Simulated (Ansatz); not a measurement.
A relaxation computed with Ansatz, from input to last step.

```yaml
crystal:
  lattice:
    - [4.2686646534, 0.0, 0.0]
    - [0.6456338371, 4.2627273702, 0.0]
    - [1.647118874, -0.3993881079, 3.0895690779]
  atoms:
    - { symbol: Na, position: [0.7360965729, 0.0694175421, 0.6292590468] }
    - { symbol: Na, position: [0.3772838456, 0.3268205261, 0.3426196535] }
    - { symbol: F, position: [0.9554755131, 0.6409335123, 0.5857712973] }
    - { symbol: F, position: [0.7545375924, 0.750627784, 0.1260915883] }
basis:
  ecutwfc: 420
kpoints:
  mp_grid: { grid: [6, 4, 6] }
hamiltonian:
  xc: pbe
scf:
  occupations: { method: gaussian, width: 0.1 }
  lower_state_search: "off"
output:
  forces: true
  stress: true
  eigenvalues: true
relax:
  adjacent_minimum: "off"
  f_tol: 0.04
  max_steps: 70
  cell: { stress_tol: 0.4 }
```

```bash
ansatz run input.yaml --threads 1 --pin off --max-ram 2560MiB --backend cpu --events-out ev --progress --plain --runs-dir out
```

These are results of DFT PBE, scalar-relativistic, plane waves, PAW (Ansatz), not measurements.

Of 15 frames 10 are shown, positions in Å and forces in eV/Å; the SCF threshold varies from step to step. Steps run on the plane waves of an earlier cell, with a Pulay correction in the pressure. The basis is chosen afresh for the last frame, the zero of the energies, and at times for earlier ones too; energy and pressure step there, also at an unchanged geometry. Here that happened at steps 10 (-15 meV/atom, 1.5 GPa), 13 (-3 meV/atom, 0.2 GPa); the frames before carry an error of that size.

```xyz
4
Lattice="4.2687 0.0000 0.0000 0.6456 4.2627 0.0000 1.6471 -0.3994 3.0896" Properties=species:S:1:pos:R:3:forces:R:3 pbc="T T T" step=1 free_energy_over_end_meV_per_atom=1907.78 pressure_GPa=27.50
Na    4.2234    0.0446    1.9441    0.4593    0.1125   -0.3593
Na    2.3858    1.2563    1.0585    1.0575    0.2514   -0.3386
F     5.4572    2.4982    1.8098   -0.1704   -3.3381   -7.4832
F     3.9132    3.1494    0.3896   -1.3464    2.9742    8.1810
4
Lattice="4.4629 -0.1321 0.0527 0.5431 4.1060 0.0463 1.7726 -0.4098 3.3351" Properties=species:S:1:pos:R:3:forces:R:3 pbc="T T T" step=3 free_energy_over_end_meV_per_atom=805.58 pressure_GPa=7.93
Na    4.5113   -0.1238    2.1377    0.6600   -0.3854   -0.2095
Na    2.6293    1.1649    1.1249    0.9370    0.6825   -0.2495
F     5.6291    2.0699    1.9133   -0.5480   -2.0636   -0.9751
F     3.7865    3.1669    0.6711   -1.0487    1.7666    1.4340
4
Lattice="4.5420 -0.2225 0.0534 0.4648 4.0366 0.0949 1.8120 -0.4043 3.3960" Properties=species:S:1:pos:R:3:forces:R:3 pbc="T T T" step=4 free_energy_over_end_meV_per_atom=504.91 pressure_GPa=4.43
Na    4.6739   -0.2417    2.1596    0.5344   -0.6895   -0.3181
Na    2.7579    1.1636    1.1357    0.3881    1.3669    0.0326
F     5.6051    1.7801    1.9600   -0.4189   -1.5049   -0.3749
F     3.6690    3.2055    0.7829   -0.5036    0.8276    0.6604
4
Lattice="4.2726 -0.2015 0.1429 0.4450 4.2456 0.1209 1.7709 -0.4064 3.3502" Properties=species:S:1:pos:R:3:forces:R:3 pbc="T T T" step=6 free_energy_over_end_meV_per_atom=142.40 pressure_GPa=3.16
Na    4.6133   -0.4638    2.1102    0.3771   -0.7655   -0.2714
Na    2.8397    1.5143    1.1016    0.3276    0.9967   -0.0445
F     5.1256    1.6121    2.0492   -0.3752   -0.4689    0.0376
F     3.2620    3.6746    0.9997   -0.3296    0.2376    0.2782
4
Lattice="4.1249 -0.2174 0.1486 0.4068 4.4413 0.1892 1.7195 -0.3823 3.2735" Properties=species:S:1:pos:R:3:forces:R:3 pbc="T T T" step=7 free_energy_over_end_meV_per_atom=33.41 pressure_GPa=1.10
Na    4.5884   -0.5965    2.0002    0.1176   -0.2618   -0.0797
Na    2.8075    1.7064    1.0609    0.0756    0.3631   -0.0147
F     4.8645    1.6094    2.0723   -0.1276   -0.1409    0.0283
F     3.0082    3.9633    1.1362   -0.0655    0.0402    0.0662
4
Lattice="4.1089 -0.2440 0.1927 0.3778 4.5337 0.2207 1.7478 -0.3836 3.2675" Properties=species:S:1:pos:R:3:forces:R:3 pbc="T T T" step=9 free_energy_over_end_meV_per_atom=23.26 pressure_GPa=-0.01
Na    4.6156   -0.6768    2.0162    0.0011    0.0001   -0.0013
Na    2.8052    1.7952    1.0936   -0.0011   -0.0005    0.0011
F     4.8082    1.5905    2.1196   -0.0001   -0.0003   -0.0013
F     2.9903    4.0617    1.2109    0.0000   -0.0003    0.0015
4
Lattice="4.1089 -0.2440 0.1927 0.3778 4.5337 0.2207 1.7478 -0.3836 3.2675" Properties=species:S:1:pos:R:3:forces:R:3 pbc="T T T" step=10 free_energy_over_end_meV_per_atom=8.48 pressure_GPa=1.48
Na    4.6156   -0.6768    2.0162    0.0014    0.0002   -0.0013
Na    2.8052    1.7952    1.0936   -0.0014   -0.0003    0.0011
F     4.8082    1.5905    2.1196   -0.0008   -0.0015   -0.0030
F     2.9903    4.0617    1.2109    0.0008    0.0011    0.0031
4
Lattice="4.0285 -0.2859 0.2360 0.3238 4.6223 0.2954 1.7520 -0.3593 3.4169" Properties=species:S:1:pos:R:3:forces:R:3 pbc="T T T" step=12 free_energy_over_end_meV_per_atom=3.74 pressure_GPa=-0.02
Na    4.5373   -0.7045    2.1695   -0.0021   -0.0004    0.0010
Na    2.7522    1.8192    1.1566    0.0018    0.0001   -0.0010
F     4.7005    1.6067    2.3131   -0.0021   -0.0002    0.0011
F     2.9127    4.1302    1.3084    0.0023    0.0002   -0.0011
4
Lattice="4.0285 -0.2859 0.2360 0.3238 4.6223 0.2954 1.7520 -0.3593 3.4169" Properties=species:S:1:pos:R:3:forces:R:3 pbc="T T T" step=13 free_energy_over_end_meV_per_atom=0.65 pressure_GPa=0.16
Na    4.5373   -0.7045    2.1695   -0.0019   -0.0004    0.0009
Na    2.7522    1.8192    1.1566    0.0016    0.0001   -0.0009
F     4.7005    1.6067    2.3131   -0.0022    0.0000    0.0015
F     2.9127    4.1302    1.3084    0.0024   -0.0001   -0.0015
4
Lattice="3.9794 -0.2865 0.2480 0.3158 4.6322 0.3067 1.7418 -0.3535 3.4721" Properties=species:S:1:pos:R:3:forces:R:3 pbc="T T T" step=15 free_energy_over_end_meV_per_atom=0.00 pressure_GPa=0.04
Na    4.4835   -0.7026    2.2255   -0.0008   -0.0008    0.0012
Na    2.7249    1.8252    1.1685    0.0010    0.0007   -0.0013
F     4.6421    1.6136    2.3768   -0.0011   -0.0006    0.0015
F     2.8822    4.1413    1.3239    0.0009    0.0004   -0.0014
```

The start is a random arrangement. At the end the space group is Cmcm (tolerance 0.05 Å).

Time: 120 s on 1 thread of Arm Neoverse V2, with other jobs on the host, peak memory 0.38 GiB.

The k mesh is coarse.